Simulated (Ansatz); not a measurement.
# Sn under changes of volume

One of the cells (27.205 Å³/atom); the others are scaled copies at fixed shape and fractional positions:

```
Sn
1.0
    -1.89465    1.89465    1.89465
     1.89465   -1.89465    1.89465
     1.89465    1.89465   -1.89465
Sn
1
Direct
  0.00000 0.00000 0.00000
```

This isn't the form of Sn at room conditions, which is tetragonal (white tin).

| Quantity | Value |
| --- | --- |
| Program | Ansatz 0.2.0 |
| Functional | PBE0 |
| Potentials or basis | Ansatz PAW |
| Cutoff | 420 eV (not typed: the program's choice for these potentials) |
| k mesh | 6 × 6 × 6 |
| Occupations | fermi-dirac, width 0.05 eV |
| Spin | no spin polarisation |

```tsv
volume (Å³/atom)	energy over the lowest point (meV/atom)	pressure (GPa)
25.573	?	?
26.117	2.65	1.4
26.661	0.00	0.2
27.205	1.46	-1.0
27.749	6.54	-2.0
28.293	14.85	-2.9
28.837	26.03	-3.7
```

What does the run at 25.573 Å³/atom give?

Energy over the lowest point 9.85 meV/atom; pressure 2.9 GPa.

Worked out: A Birch-Murnaghan fit of order 3 (a polynomial in V^(-2/3)) to the other rows has its minimum at 26.73 Å³/atom with B0 = V·E''(V) = 58 GPa and B' = 4.9. It gives 9.91 meV/atom at 25.573 Å³/atom, against the run's 9.85, and -dE/dV = 2.9 GPa, against 2.9.

Energies are extrapolated to zero smearing.

Caveats: all runs use coarse meshes; the PAW data sets come from PBE, with cores solved anew for the run's functional, which leaves a small shift of forces and pressure; the thresholds are loose for stress.
